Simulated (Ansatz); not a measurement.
## How far is this Si5C from the hull?

These are results of DFT PBE, scalar-relativistic, plane waves, PAW in Ansatz 0.2.0, not measurements. All cells share a 420 eV cutoff and Γ-centred k meshes spaced at most about 0.3 Å⁻¹ (about 0.25 or finer for metals, 2π included). No spin polarisation.

Energies over the elements count from the elements' standard structures at the same level, with no fitted energy shifts.

Temperature and zero-point effects are left out. The reference form of C is held partly by dispersion forces, which this level lacks.

The competitors are the elements and 2 reference phases of this chemical system (from databases or known types: Si7C, SiC), relaxed at the same level; other known phases may be missing.

The candidate was reached from: Si and C ordered on fcc sites.

```cif
data_structure
_symmetry_space_group_name_H-M 'P 1'
_symmetry_Int_Tables_number 1
_cell_length_a 6.2176
_cell_length_b 6.2176
_cell_length_c 2.8348
_cell_angle_alpha 90.000
_cell_angle_beta 90.000
_cell_angle_gamma 133.090
_cell_volume 80.03
loop_
_atom_site_label
_atom_site_type_symbol
_atom_site_fract_x
_atom_site_fract_y
_atom_site_fract_z
_atom_site_occupancy
Si1 Si 0.80318 0.19682 0.00000 1
Si2 Si 0.38456 0.61544 0.50000 1
Si3 Si 0.61544 0.38456 0.50000 1
Si4 Si 0.00000 0.00000 0.50000 1
Si5 Si 0.19682 0.80318 0.00000 1
C1 C 0.50000 0.50000 0.00000 1
```

**Question.** Into what would it decompose?

**Answer.** Its formation energy is 0.733 eV/atom. The lowest competing mixture at this composition is this:

```csv
phase,space group,source,share of atoms,ΔE_f (eV/atom)
Si,-,element,0.6667,-0.0007
SiC,P6_3mc (No. 186),Materials Project,0.3333,-0.204
```

The lowest database cell of Si (-0.0007) lies slightly below the reference, hence the non-zero entry.

The mixture lies at -0.068 eV/atom, and the candidate lies 0.80 eV/atom above it. The candidate matches no cell in the subsets of the Crystallography Open Database and the Materials Project at hand. The margin is far too high for a likely synthesis.
